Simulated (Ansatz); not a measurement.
# Thermal properties of BAs from its phonons

Level of theory: Ansatz, DFT PBE, scalar-relativistic, plane waves, PAW. Cutoff 420 eV, 12×12×12 k-points (Γ-centred), fixed occupations. No spin polarisation. Phonons by linear response, acoustic sum rule imposed.

Equilibrium structure at this level:
```
B As
1.0
     0.00000    2.40460    2.40460
     2.40460    0.00000    2.40460
     2.40460    2.40460    0.00000
B As
1 1
Direct
  0.25000 0.25000 0.25000
  0.50000 0.50000 0.50000
```

The cell has the zinc blende type, in a space group that the Crystallography Open Database lists for this formula; it was reached from a generator's guess.

Force constants from linear response on a 4×4×4 q mesh, interpolated to a fine mesh.

Phonon density of states, in bins of 20 cm⁻¹:
bin centre (cm⁻¹), share of modes (%) and a bar:
```
       10        0.0
       30        0.1
       50        0.2
       70        0.4 #
       90        0.8 ##
      110        1.3 ###
      130        2.8 ######
      150        5.4 ###########
      170        6.3 #############
      190        8.1 #################
      210        5.5 ############
      230        4.2 #########
      250        3.3 #######
      270        7.2 ###############
      290        3.8 ########
      310        0.5 #
      330        0.0
      350        0.0
      370        0.0
      390        0.0
      410        0.0
      430        0.0
      450        0.0
      470        0.0
      490        0.0
      510        0.0
      530        0.0
      550        0.0
      570        0.0
      590        0.1
      610       12.2 ##########################
      630       11.5 ########################
      650        8.0 #################
      670        2.9 ######
      690       14.2 ##############################
      710        1.1 ##
```

(1) What is the zero-point energy per atom?

(2) How large are the vibrational entropy and heat capacity at 300 K?

(3) Tabulate them against temperature.

Answers

(1) 79.3 meV.

(2) S = 1.94 k_B and C_V = 2.09 k_B per atom, 70 % of the Dulong–Petit value.

(3)
```
T (K)  F_vib (meV/atom)  S (k_B/atom)  C_V (k_B/atom)
  100              78.2          0.40            0.79
  200              71.3          1.20            1.56
  300              57.7          1.94            2.09
  400              38.1          2.59            2.40
  500              13.3          3.15            2.59
  600             -16.0          3.63            2.70
  700             -49.2          4.05            2.77
  800             -85.7          4.43            2.82
  900            -125.4          4.76            2.86
 1000            -167.7          5.07            2.88
```
